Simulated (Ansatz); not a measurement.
Two-dimensional strain map in Bi

Computed with DFT PBE+D3(BJ), scalar-relativistic, plane waves, PAW (Ansatz). Settings: plane waves to 420 eV, k-mesh 10×10×10 (Γ-centred), Gaussian smearing 0.05 eV. Spin–orbit coupling is left out, which can shift energies with elements as heavy as these. No spin polarisation. Energies are free energies at this smearing, counted from the undisturbed cell; pressure is positive in compression.

Reference structure (as given, not relaxed at this level; it stands at -0.2 GPa; this form isn't the usual structure):

```xyz
1
Lattice="-4.2575 4.2575 1.4306 4.2575 -4.2575 1.4306 4.2575 4.2575 -1.4306" Properties=species:S:1:pos:R:3 pbc="T T T"
Bi    0.0000    0.0000    0.0000
```

The cell is strained by p along both x and y and by q along z, fractional coordinates fixed. Points are written (p, q).

Energy above the undisturbed cell in meV/atom (a dash: not computed):

| p \ q | -0.080 | -0.040 | 0.000 | 0.040 | 0.080 |
| --- | --- | --- | --- | --- | --- |
| -0.080 | 111.8 | -40.8 | -59.6 | -36.3 | 24.7 |
| -0.040 | 147.7 | – | -26.7 | – | – |
| 0.000 | 176.8 | – | 0.0 | – | 55.6 |
| 0.080 | 218.3 | – | 37.8 | – | 76.5 |

Pressure in GPa:

| p \ q | -0.080 | -0.040 | 0.000 | 0.040 | 0.080 |
| --- | --- | --- | --- | --- | --- |
| -0.080 | 3.2 | 0.5 | -0.6 | -1.0 | -1.5 |
| -0.040 | 3.0 | – | -0.4 | – | – |
| 0.000 | 2.9 | – | -0.2 | – | -1.2 |
| 0.080 | 2.6 | – | 0.0 | – | -1.0 |